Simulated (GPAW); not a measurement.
Crystal: CdSe (Cadmoselite).

```
Cd Se
1.0
     4.30000    0.00000    0.00000
    -2.15000    3.72391    0.00000
     0.00000    0.00000    7.02000
Cd Se
2 2
Direct
  0.66667 0.33333 0.50000
  0.33333 0.66667 0.00000
  0.66667 0.33333 0.88500
  0.33333 0.66667 0.38500
```

Base run:

```yaml
Program: GPAW 26.7.0
Functional: LDA
Potentials_or_basis: JTH PAW 2.0, LDA
Cutoff: 600 eV
Basis: pw
k_mesh: 5 × 5 × 3
Occupations: fermi-dirac, width 0.05 eV
Spin: no spin polarisation
```

Its results: band gap on the k mesh 0.41 eV, direct.

Question: The run is repeated on the same cell with these changes: functional from LDA to TB-mBJ; potentials or basis from JTH PAW 2.0, LDA to GPAW PAW data sets for LDA (gpaw-data 1.2.1). What comes out?

Answer: Band gap on the k mesh 2.02 eV, direct.

Caveats: the program truncates these outside data sets (some runs); a model potential gives levels but no total energy (some runs); an odd mesh through Γ misses points on the zone boundary, where band edges often lie (some runs).

Not every run made on this cell is shown here.
